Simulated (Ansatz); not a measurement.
## LDA against PBE in Ansatz: the gap on the mesh of oxides

Single points in Ansatz (a first-principles code) on the same cell and mesh at two levels: PBE (plane waves, default PAW files) and LDA (plane waves, default PAW files made with PBE). No measured value is used, so the table compares levels and does not rank them. The number in brackets is the space group.

Here x stands for gap on the mesh, PBE and y for gap on the mesh, LDA.

| crystal | gap on the mesh, PBE (eV) | gap on the mesh, LDA (eV) | cell as run (Å³/atom) | k mesh | cutoffs |
|---|---|---|---|---|---|
| SnO (129) | 0.226 | 0.319 | 17.35 | 7×7×6 | default |
| SrTiO3 (221) | 1.762 | 1.667 | 12.69 | 6×6×6 | default |
| TiO2 (141) | 2.108 | 2.008 | 11.80 | 8×8×8 | default |
| SrO (225) | 3.318 | ? | 17.17 | 8×8×8 | default |
| HfO2 (137) | 4.886 | 4.667 | 10.61 | 8×8×5 | default |
| Li2O (225) | 4.994 | 4.814 | 8.21 | 12×12×12 | default |

Task: Fit y against x with a straight line, and predict the withheld value at x = 3.318.

Result: With u = x - 2.8, the rows have u = -2.5740, -1.0380, -0.6920, 2.0860, 2.1940. Means: u -0.0048000, y 2.6950. About the means, the sum of products is 16.421 and the sum of squares of u is 17.347; the slope is their ratio. Least squares gives y = 2.6995 + 0.94663·u. Residuals (row less fit): 0.0561, -0.0499, -0.0364, -0.0072, 0.0376; standard error 0.0530 (degrees of freedom: 3). Full agreement would be y = x; this line has slope 0.947 and stands -0.100 eV from it at x = 2.800. At the withheld row, u = 0.5180, so y = 2.6995 + 0.94663 × 0.5180 = 3.190 eV. The calculation gives 3.164 eV, 0.026 eV below the prediction (0.6 % of the range of y in the table). The row lies between fitted rows. From the scatter of the fitted rows alone, a prediction at this place has a standard error of 0.0585 eV, so the miss is 0.4 times that.

Copying x would have missed this row by 0.154. The cells are not relaxed at this level: typed lattice constants and structures from a database of calculations, some with the lattice rescaled by up to 2.5 %. Spin-orbit coupling is off, which matters for the heavier members. Gaps are read on the mesh, which need not hold the band edges; crystals whose gap falls under 0.15 eV in either column are left out. HfO2: a high-temperature phase, held by symmetry. The rows, and the inner row withheld, were drawn at random from non-magnetic crystals of this class with sound runs on fine meshes; tables whose line scatters by over 5 % of the range, or whose columns agree throughout, aren't shown.
